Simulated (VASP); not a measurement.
# Zr (P6/mmm) in VASP: further runs

One crystal, Zr, is run at these levels: PBEsol; tasks: relaxation of shape and atoms at fixed volume.

All numbers are computed with VASP 6.6.1; they aren't measurements. Logs are shortened: lines on timing, memory, paths and dates and some standing lists are left out, and cuts for length are marked.

## 1. Starting point

Symmetry: P6/mmm, No. 191, hexagonal system. Conventional cell: a = 4.969 Å, b = 4.969 Å, c = 3.117 Å, α = 90.00°, β = 90.00°, γ = 120.00°. Zr (site symmetry -6m2) is surrounded by 11 Zr at 2.87 to 3.26 Å. Zr (site symmetry 6/mmm) has 14 Zr at 3.12 to 3.26 Å as nearest neighbours.

The cell was built by a generator and needn't be a form met in nature.

## 2. Relaxation of shape and atoms at fixed volume, PBEsol (a relaxed cell with its volume scaled by 0.96)

Contents of INCAR:

```
ALGO = Fast
EDIFF = 1E-7
EDIFFG = -0.01
ENCUT = 600
GGA = PS
IBRION = 2
ISIF = 4
ISMEAR = 1
LASPH = T
LCHARG = F
LREAL = F
LWAVE = F
NELM = 80
NSW = 40
PREC = Accurate
SIGMA = 0.1
```

Contents of KPOINTS:

```
k-points
0
Gamma
  9 9 12
```

Contents of POSCAR:

```
Zr                                      
1.0
    4.9018280895     -0.0000000000      0.0000000000
   -2.4509140448      4.2451076484     -0.0000000000
    0.0000000000     -0.0000000000      3.0746048005
  Zr            
     3
Direct
     0.6666666699999979    0.3333333300000021    0.5000000000000000
     0.3333333300000021    0.6666666699999979    0.5000000000000000
     0.0000000000000000    0.0000000000000000    0.0000000000000000
```

Potentials or basis: VASP PAW PBE potentials, release 64 (Zr_sv).

Started as:

```
> cat potpaw_PBE.64/Zr_sv/POTCAR > POTCAR
> mpirun -np 1 vasp_std > vasp.out
```

OUTCAR:

```text
EDIFF = 1E-7
   EDIFFG = -0.01
   ENCUT = 600
   GGA = PS
   IBRION = 2
   ISIF = 4
   ISMEAR = 1
   LASPH = T
   LREAL = F
   NELM = 80
   NSW = 40
   PREC = Accurate

 ion  position               nearest neighbor table
   1  0.667  0.333  0.500-   2 2.83   2 2.83   2 2.83   3 3.22   3 3.22   3 3.22   3 3.22   3 3.22
                             3 3.22
   2  0.333  0.667  0.500-   1 2.83   1 2.83   1 2.83   3 3.22   3 3.22   3 3.22   3 3.22   3 3.22
                             3 3.22
   3  0.000  0.000  0.000-   1 3.22   2 3.22   1 3.22   2 3.22   2 3.22   2 3.22   1 3.22   1 3.22
                             1 3.22   1 3.22   2 3.22   2 3.22

  LATTYP: Found a hexagonal cell.
 ALAT       =     4.9018280895
 C/A-ratio  =     0.6272363584

  Lattice vectors:

 A1 = (   4.9018280895,   0.0000000000,   0.0000000000)
 A2 = (  -2.4509140448,   4.2451076484,   0.0000000000)
 A3 = (   0.0000000000,   0.0000000000,   3.0746048005)

Analysis of symmetry for initial positions (statically):
=====================================================================
 Subroutine PRICEL returns:
 Original cell was already a primitive cell.

 Routine SETGRP: Setting up the symmetry group for a
 hexagonal supercell.

 Subroutine GETGRP returns: Found 24 space group operations
 (whereof 24 operations were pure point group operations)
 out of a pool of 24 trial point group operations.

The static configuration has the point symmetry D_6h.

Analysis of symmetry for dynamics (positions and initial velocities):
=====================================================================
 Subroutine PRICEL returns:
 Original cell was already a primitive cell.

 Routine SETGRP: Setting up the symmetry group for a
 hexagonal supercell.

 Subroutine GETGRP returns: Found 24 space group operations
 (whereof 24 operations were pure point group operations)
 out of a pool of 24 trial point group operations.

The dynamic configuration has the point symmetry D_6h.

 Subroutine INISYM returns: Found 24 space group operations
 (whereof 24 operations are pure point group operations),
 and found     1 'primitive' translations

----------------------------------------------------------------------------------------

                                     Primitive cell

  volume of cell :      63.9788

  direct lattice vectors                    reciprocal lattice vectors
     4.901828090  0.000000000  0.000000000     0.204005522  0.117782643  0.000000000
    -2.450914045  4.245107648  0.000000000     0.000000000  0.235565287  0.000000000
     0.000000000  0.000000000  3.074604800     0.000000000  0.000000000  0.325245053

  length of vectors
     4.901828090  4.901828088  3.074604800     0.235565287  0.235565287  0.325245053

  position of ions in fractional coordinates (direct lattice)
     0.666666670  0.333333330  0.500000000
     0.333333330  0.666666670  0.500000000
     0.000000000  0.000000000  0.000000000

  ion indices of the primitive-cell ions
   primitive index   ion index
                 1           1
                 2           2
                 3           3

----------------------------------------------------------------------------------------

 KPOINTS: k-points

Automatic generation of k-mesh.
 Grid dimensions read from file:
 generate k-points for:    9    9   12

 Generating k-lattice:

  Cartesian coordinates                     Fractional coordinates (reciprocal lattice)
     0.022667280  0.013086960  0.000000000     0.111111111 -0.000000000  0.000000000
     0.000000000  0.026173921  0.000000000     0.000000000  0.111111111  0.000000000
     0.000000000  0.000000000  0.027103754     0.000000000  0.000000000  0.083333333

  Length of vectors
     0.026173921  0.026173921  0.027103754

  Shift w.r.t. Gamma in fractional coordinates (k-lattice)
     0.000000000  0.000000000  0.000000000

 Subroutine IBZKPT returns following result:
 ===========================================

 Found     84 irreducible k-points:

 Following reciprocal coordinates:
            Coordinates               Weight
  0.000000  0.000000  0.000000      1.000000
  0.111111  0.000000  0.000000      6.000000
  0.222222  0.000000  0.000000      6.000000
  0.333333  0.000000  0.000000      6.000000
  0.444444  0.000000  0.000000      6.000000
  0.111111  0.111111  0.000000      6.000000
[... 16 lines left out ...]
  0.333333  0.222222  0.083333     24.000000
  0.333333  0.333333  0.083333      4.000000
 [... further k-points ...]
   k-points           NKPTS =     84   k-points in BZ     NKDIM =     84   number of bands    NBANDS=     22
   number of dos      NEDOS =    301   number of ions     NIONS =      3
   total plane-waves  NPLWV =  44800
   dimension x,y,z NGX =    40 NGY =   40 NGZ =   28
   dimension x,y,z NGXF=    80 NGYF=   80 NGZF=   56
   ions per type =               3
   NGX,Y,Z   is equivalent  to a cutoff of  13.57, 13.57, 15.14 a.u.
[... 42 lines left out ...]
 conjugate gradient relaxation of ions
 non-spin polarized calculation
 RMM-DIIS sequential band-by-band and
 Methfessel and Paxton  Order N= 1 SIGMA  =   0.10
  energy-cutoff  :      600.00
  volume of cell :       63.98
 maximum number of plane-waves:      2154
 NGX is ok and might be reduce to    40
   NGX = 19   NGY = 19   NGZ = 13

 number of electron      36.0000000 magnetization

 Free energy of the ion-electron system (eV)
  ---------------------------------------------------
  ext. energy  EPLUGINS =         0.00000000
  ---------------------------------------------------
  free energy    TOTEN  =       -27.23416436 eV

  energy without entropy =      -27.23587654  energy(sigma->0) =      -27.23473509

 E-fermi :   9.7406     XC(G=0): -11.6077

 val. band max:        9.7287318606   @ k =   0.3333   0.1111   0.0000
 cond. band min:       9.7667984151   @ k =   0.4444   0.0000   0.0000
 fundamental gap:      0.0380665545
 Fermi energy:         9.7406046463

 k-point     1 :       0.0000    0.0000    0.0000
  band No.  band energies     occupation
      1     -38.8670      2.00000
      2     -38.5952      2.00000
      3     -38.3453      2.00000
      4     -17.1571      2.00000
      5     -17.1571      2.00000
      6     -17.0885      2.00000
[... 14 lines left out ...]
     21      11.4612     -0.00000
     22      11.4614     -0.00000

 k-point     2 :       0.1111    0.0000    0.0000
  band No.  band energies     occupation
      1     -38.8626      2.00000
      2     -38.5923      2.00000
      3     -38.3533      2.00000
      4     -17.2663      2.00000
      5     -17.2384      2.00000
      6     -16.9735      2.00000
[... 14 lines left out ...]
     21      11.3480     -0.00000
     22      11.6219     -0.00000

 k-point     3 :       0.2222    0.0000    0.0000
  band No.  band energies     occupation
      1     -38.8515      2.00000
      2     -38.5824      2.00000
      3     -38.3757      2.00000
      4     -17.3832      2.00000
      5     -17.2691      2.00000
      6     -16.8410      2.00000
[... 14 lines left out ...]
     21      10.9740     -0.00000
     22      11.2382     -0.00000

 k-point     4 :       0.3333    0.0000    0.0000
  band No.  band energies     occupation
      1     -38.8393      2.00000
      2     -38.5644      2.00000
      3     -38.4074      2.00000
      4     -17.4688      2.00000
      5     -17.2118      2.00000
      6     -16.7506      2.00000
[... 14 lines left out ...]
     21      10.9753     -0.00000
     22      11.2078     -0.00000

 k-point     5 :       0.4444    0.0000    0.0000
  band No.  band energies     occupation
      1     -38.8317      2.00000
      2     -38.5445      2.00000
      3     -38.4359      2.00000
      4     -17.5138      2.00000
      5     -17.0796      2.00000
      6     -16.8742      2.00000
[... 417 lines left out ...]
 k-point    22 :       0.2222    0.2222    0.0833
  band No.  band energies     occupation
      1     -38.8292      2.00000
      2     -38.5455      2.00000
      3     -38.4218      2.00000
      4     -17.3736      2.00000
      5     -17.2785      2.00000
      6     -16.8652      2.00000
[... 14 lines left out ...]
     21      10.6846     -0.00000
     22      11.1187     -0.00000

 k-point    23 :       0.3333    0.2222    0.0833
  band No.  band energies     occupation
      1     -38.8244      2.00000
      2     -38.5193      2.00000
      3     -38.4537      2.00000
      4     -17.3744      2.00000
      5     -17.1802      2.00000
      6     -17.0146      2.00000
[... 14 lines left out ...]
     21      10.7502     -0.00000
     22      11.1446     -0.00000

 k-point    24 :       0.3333    0.3333    0.0833
  band No.  band energies     occupation
      1     -38.8230      2.00000
      2     -38.4873      2.00000
      3     -38.4873      2.00000
      4     -17.2942      2.00000
      5     -17.1545      2.00000
      6     -17.1545      2.00000
[... 14 lines left out ...]
     21      10.3756     -0.00000
     22      11.4156     -0.00000

 [... further k-points ...]
[... 5 lines left out ...]
  --------------------------------------------------------------------------------------
  -------------------------------------------------------------------------------------
  Total        1.7812079      1.7812079      1.7794417     -0.0000000     -0.0000000     -0.0000000
  in kB       44.6055720     44.6055719     44.5613431     -0.0000000     -0.0000000     -0.0000000
  external PRESSURE =      44.5908290 kB  Pullay stress =       0.0000000 kB

 VOLUME and BASIS-vectors are now :
 -----------------------------------------------------------------------------
  energy-cutoff  :      600.00
  volume of cell :       63.98
      direct lattice vectors                 reciprocal lattice vectors
     4.901828090  0.000000000  0.000000000     0.204005522  0.117782643  0.000000000
    -2.450914045  4.245107648  0.000000000     0.000000000  0.235565287  0.000000000
     0.000000000  0.000000000  3.074604800     0.000000000  0.000000000  0.325245053

 POSITION                                       TOTAL-FORCE (eV/Angst)
 -----------------------------------------------------------------------------------
      2.45091      1.41504      1.53730         0.000000      0.000000     -0.000000
     -0.00000      2.83007      1.53730        -0.000000      0.000000      0.000000
      0.00000      0.00000      0.00000         0.000000      0.000000      0.000000
 -----------------------------------------------------------------------------------
    total drift:                                0.000000     -0.000000      0.000000

  FREE ENERGIE OF THE ION-ELECTRON SYSTEM (eV)
  ---------------------------------------------------
  free  energy   TOTEN  =       -27.2341643607 eV

  energy  without entropy=      -27.2358765380  energy(sigma->0) =      -27.23473509

 reached required accuracy - stopping structural energy minimisation
```

It took 3.9 min on 1 thread of Intel Xeon Platinum 8488C (Sapphire Rapids), shared host; peak memory 0.27 GiB.

What came out:

| Quantity | Value |
| --- | --- |
| Free energy | -27.2342 eV |
| Pressure after relaxing | 4.5 GPa |
| Band gap on the k mesh | none (metal or under the smearing width) |

Final structure:
```
CELL_PARAMETERS angstrom
4.90183 0.00000 0.00000
-2.45091 4.24511 0.00000
0.00000 0.00000 3.07460
ATOMIC_POSITIONS crystal
Zr 0.66667 0.33333 0.50000
Zr 0.33333 0.66667 0.50000
Zr 0.00000 0.00000 0.00000
```

Levels at points of the mesh, in eV from the Fermi level:
| k point | band 16 | band 17 | band 18 | band 19 | band 20 | band 21 |
| --- | --- | --- | --- | --- | --- | --- |
| (0.00, 0.00, 0.00) | -0.47 | -0.41 | -0.41 | -0.17 | 0.89 | 1.72 |
| (0.00, 0.00, 0.50) | -2.08 | -2.08 | -1.30 | 1.27 | 1.27 | 1.82 |

Caveat: the relaxation stopped at its first step, so nothing moved; the PAW data sets were made with another functional, which shifts forces and pressure a little.

## 3. Relaxation of shape and atoms at fixed volume, PBEsol (a relaxed cell with its volume scaled by 0.98)

INCAR is that of step 2.

KPOINTS is that of step 2.

Contents of POSCAR:

```
Zr                                      
1.0
    4.9356348688     -0.0000000000      0.0000000000
   -2.4678174344      4.2743851780     -0.0000000000
    0.0000000000     -0.0000000000      3.0958096416
  Zr            
     3
Direct
     0.6666666699999979    0.3333333300000021    0.5000000000000000
     0.3333333300000021    0.6666666699999979    0.5000000000000000
     0.0000000000000000    0.0000000000000000    0.0000000000000000
```

Potentials or basis: VASP PAW PBE potentials, release 64 (Zr_sv).

Started as:

```
> cat potpaw_PBE.64/Zr_sv/POTCAR > POTCAR
> mpirun -np 1 vasp_std > vasp.out
```

It took 4.2 min on 1 thread of Intel Xeon Platinum 8488C (Sapphire Rapids), shared host; peak memory 0.27 GiB.

It converged, with:

| Property | Result |
| --- | --- |
| Free energy | -27.2620 eV |
| Pressure after relaxing | 2.1 GPa |
| Band gap on the k mesh | none (metal or under the smearing width) |

Final structure:
```
Zr
1.0
     4.93563    0.00000    0.00000
    -2.46782    4.27439    0.00000
     0.00000    0.00000    3.09581
Zr
3
Cartesian
  2.4678 1.4248 1.5479
  0.0000 2.8496 1.5479
  0.0000 0.0000 0.0000
```

Levels at points of the mesh, in eV from the Fermi level:
| k point | band 15 | band 16 | band 17 | band 18 | band 19 | band 20 | band 21 | band 22 |
| --- | --- | --- | --- | --- | --- | --- | --- | --- |
| (0.00, 0.00, 0.00) | -0.49 | -0.49 | -0.43 | -0.43 | -0.17 | 0.87 | 1.69 | 1.72 |
| (0.00, 0.00, 0.50) | -2.13 | -2.03 | -2.03 | -1.34 | 1.25 | 1.25 | 1.76 | 1.76 |

Caveat: the relaxation stopped at its first step, so nothing moved; the PAW data sets were made with another functional, which shifts forces and pressure a little.

## 4. Relaxation of shape and atoms at fixed volume, PBEsol

INCAR is that of step 3.

KPOINTS is that of step 3.

Contents of POSCAR:

```
Zr                                      
1.0
    4.9689847647     -0.0000000000      0.0000000000
   -2.4844923823      4.3032670351     -0.0000000000
    0.0000000000     -0.0000000000      3.1167279089
  Zr            
     3
Direct
     0.6666666699999979    0.3333333300000021    0.5000000000000000
     0.3333333300000021    0.6666666699999979    0.5000000000000000
     0.0000000000000000    0.0000000000000000    0.0000000000000000
```

Started as:

```
> cat potpaw_PBE.64/Zr_sv/POTCAR > POTCAR
> mpirun -np 1 vasp_std > vasp.out
```

Run time: 4.2 min. Hardware: 1 thread of Intel Xeon Platinum 8488C (Sapphire Rapids), shared host; peak memory 0.27 GiB.

The run converged. Its results:

- Free energy: -27.2713 eV
- Pressure after relaxing: 0.0 GPa
- Band gap on the k mesh: none (metal or under the smearing width)

Final structure:
```
CELL_PARAMETERS angstrom
4.96898 0.00000 0.00000
-2.48449 4.30327 0.00000
0.00000 0.00000 3.11673
ATOMIC_POSITIONS crystal
Zr 0.66667 0.33333 0.50000
Zr 0.33333 0.66667 0.50000
Zr 0.00000 0.00000 0.00000
```

Levels at points of the mesh, in eV from the Fermi level:
```tsv
k point	band 16	band 17	band 18	band 19	band 20	band 21
(0.00, 0.00, 0.00)	-0.49	-0.44	-0.44	-0.17	0.86	1.67
(0.00, 0.00, 0.50)	-1.98	-1.98	-1.37	1.23	1.23	1.71
```

Caveat: the relaxation stopped at its first step, so nothing moved; the PAW data sets were made with another functional, which shifts forces and pressure a little.

## 5. Relaxation of shape and atoms at fixed volume, PBEsol (a relaxed cell with its volume scaled by 1.02)

INCAR is that of step 4.

KPOINTS is that of step 4.

Contents of POSCAR:

```
Zr                                      
1.0
    5.0018929076     -0.0000000000      0.0000000000
   -2.5009464538      4.3317663228     -0.0000000000
    0.0000000000     -0.0000000000      3.1373690926
  Zr            
     3
Direct
     0.6666666699999979    0.3333333300000021    0.5000000000000000
     0.3333333300000021    0.6666666699999979    0.5000000000000000
     0.0000000000000000    0.0000000000000000    0.0000000000000000
```

Started as:

```
> cat potpaw_PBE.64/Zr_sv/POTCAR > POTCAR
> mpirun -np 1 vasp_std > vasp.out
```

Wall time 3.7 min (1 thread of Intel Xeon Platinum 8488C (Sapphire Rapids), shared host); peak memory 0.28 GiB.

It converged, with:

| Property | Result |
| --- | --- |
| Free energy | -27.2636 eV |
| Pressure after relaxing | -2.0 GPa |
| Band gap on the k mesh | none (metal or under the smearing width) |

Final structure:
```cif
data_structure
_symmetry_space_group_name_H-M 'P 1'
_symmetry_Int_Tables_number 1
_cell_length_a 5.0019
_cell_length_b 5.0019
_cell_length_c 3.1374
_cell_angle_alpha 90.000
_cell_angle_beta 90.000
_cell_angle_gamma 120.000
_cell_volume 67.98
loop_
_atom_site_label
_atom_site_type_symbol
_atom_site_fract_x
_atom_site_fract_y
_atom_site_fract_z
_atom_site_occupancy
Zr1 Zr 0.66667 0.33333 0.50000 1
Zr2 Zr 0.33333 0.66667 0.50000 1
Zr3 Zr 0.00000 0.00000 0.00000 1
```

Levels at points of the mesh, in eV from the Fermi level:
```tsv
k point	band 14	band 15	band 16	band 17	band 18	band 19	band 20	band 21	band 22
(0.00, 0.00, 0.00)	-2.44	-0.50	-0.50	-0.44	-0.44	-0.17	0.85	1.64	1.65
(0.00, 0.00, 0.50)	-2.56	-2.16	-1.93	-1.93	-1.39	1.22	1.22	1.67	1.67
```

Caveat: the relaxation stopped at its first step, so nothing moved; the PAW data sets were made with another functional, which shifts forces and pressure a little.

## 6. Relaxation of shape and atoms at fixed volume, PBEsol (a relaxed cell with its volume scaled by 1.04)

INCAR is that of step 5.

KPOINTS is that of step 5.

Contents of POSCAR:

```
Zr                                      
1.0
    5.0343736418     -0.0000000000      0.0000000000
   -2.5171868209      4.3598954637     -0.0000000000
    0.0000000000     -0.0000000000      3.1577421900
  Zr            
     3
Direct
     0.6666666699999979    0.3333333300000021    0.5000000000000000
     0.3333333300000021    0.6666666699999979    0.5000000000000000
     0.0000000000000000    0.0000000000000000    0.0000000000000000
```

Potentials or basis: VASP PAW PBE potentials, release 64 (Zr_sv).

Started as:

```
> cat potpaw_PBE.64/Zr_sv/POTCAR > POTCAR
> mpirun -np 1 vasp_std > vasp.out
```

It took 3.7 min on 1 thread of Intel Xeon Platinum 8488C (Sapphire Rapids), shared host; peak memory 0.28 GiB.

The run converged. Its results:

- Free energy: -27.2404 eV
- Pressure after relaxing: -3.8 GPa
- Band gap on the k mesh: none (metal or under the smearing width)

Final structure:
```
Zr
1.0
     5.03437    0.00000    0.00000
    -2.51719    4.35990    0.00000
     0.00000    0.00000    3.15774
Zr
3
Direct
  0.66667 0.33333 0.50000
  0.33333 0.66667 0.50000
  0.00000 0.00000 0.00000
```

Levels at points of the mesh, in eV from the Fermi level:
| k point | band 15 | band 16 | band 17 | band 18 | band 19 | band 20 | band 21 | band 22 |
| --- | --- | --- | --- | --- | --- | --- | --- | --- |
| (0.00, 0.00, 0.00) | -0.51 | -0.51 | -0.45 | -0.45 | -0.17 | 0.85 | 1.62 | 1.65 |
| (0.00, 0.00, 0.50) | -2.18 | -1.88 | -1.88 | -1.41 | 1.21 | 1.21 | 1.63 | 1.63 |

Caveat: the relaxation stopped at its first step, so nothing moved; the PAW data sets were made with another functional, which shifts forces and pressure a little.

## 7. The runs side by side

| cell | gap on the mesh (eV) | pressure (GPa) |
| --- | --- | --- |
| atoms relaxed at fixed volume from: a relaxed cell with its volume scaled by 0.96 | none | 4.5 |
| atoms relaxed at fixed volume from: a relaxed cell with its volume scaled by 0.98 | none | 2.1 |
| atoms relaxed at fixed volume | none | 0.0 |
| atoms relaxed at fixed volume from: a relaxed cell with its volume scaled by 1.02 | none | -2.0 |
| atoms relaxed at fixed volume from: a relaxed cell with its volume scaled by 1.04 | none | -3.8 |

Alike in all rows: task relaxation of shape and atoms at fixed volume; level PBEsol; potentials or basis VASP PAW PBE potentials, release 64 (Zr_sv); no spin polarisation; k mesh 9 × 9 × 12; cutoff (eV) 600; smearing methfessel-paxton 0.1 eV.

Caveats: the relaxation stopped at its first step, so nothing moved; the PAW data sets were made with another functional, which shifts forces and pressure a little.

Absolute energies hang on the potentials; compare differences alone.
